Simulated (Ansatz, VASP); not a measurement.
Two plane-wave programs on TePb

The input INCAR:

```
SYSTEM = TePb
PREC = Accurate
ENCUT = 520
EDIFF = 1E-6
ISMEAR = 0
SIGMA = 0.05
LREAL = .FALSE.
LASPH = .TRUE.
NELM = 80
ALGO = Fast
ISIF = 2
LWAVE = .FALSE.
LCHARG = .TRUE.
GGA = PE
IVDW = 12
LELF = .TRUE.
LVHAR = .TRUE.
NBANDS = 17
```

File KPOINTS:

```
regular mesh
0
G
  10 10 10
  0 0 0
```

POSCAR

```
TePb
1.0
    3.8784957136      0.0000000000      0.0000000000
    0.0000000000      3.8784957136      0.0000000000
    0.0000000000      0.0000000000      3.8784957136
Te Pb
1 1
Direct
    0.5000000000      0.5000000000      0.5000000000
    0.0000000000      0.0000000000      0.0000000000
```

Input for Ansatz:

```yaml
crystal:
  lattice:
    - [3.8784957136, 0.0, 0.0]
    - [0.0, 3.8784957136, 0.0]
    - [0.0, 0.0, 3.8784957136]
  atoms:
    - { symbol: Te, position: [0.5, 0.5, 0.5] }
    - { symbol: Pb, position: [0.0, 0.0, 0.0] }
basis:
  ecutwfc: 420
  ecutrho_ratio: 4
kpoints:
  mp_grid: { grid: [10, 10, 10] }
hamiltonian:
  xc: pbe
  dispersion: d3bj
scf:
  occupations: { method: gaussian, width: 0.05 }
output:
  forces: true
  stress: true
  eigenvalues: true
```

Alike in both runs: task single point; functional PBE; dispersion D3(BJ); k mesh 10 × 10 × 10; occupations gaussian, width 0.05 eV; no spin polarisation.

|  | VASP | Ansatz |
| --- | --- | --- |
| version | VASP 6.6.1 | Ansatz 0.2.0 |
| potentials or method | VASP PAW PBE potentials, release 64 (Te, Pb_d) | scalar-relativistic, plane waves, PAW |
| plane-wave cutoff (eV) | 520 | 420 |
| valence electrons in the cell | 20 | 30 |

|  | VASP | Ansatz | Ansatz less VASP |
| --- | --- | --- | --- |
| gap on the k mesh at the Fermi level (eV) | none | none | - |
| pressure (GPa) | 1.7 | 1.7 | +0.06 |

A gap of «none» marks a metal or a gap that the smearing closes. The two sets of potentials don't hold the same shells in valence.

Caveats: pairwise dispersion overbinds metals, which lowers pressure and volume. The runs have no spin-orbit coupling, so splittings on Pb, Te are missing.
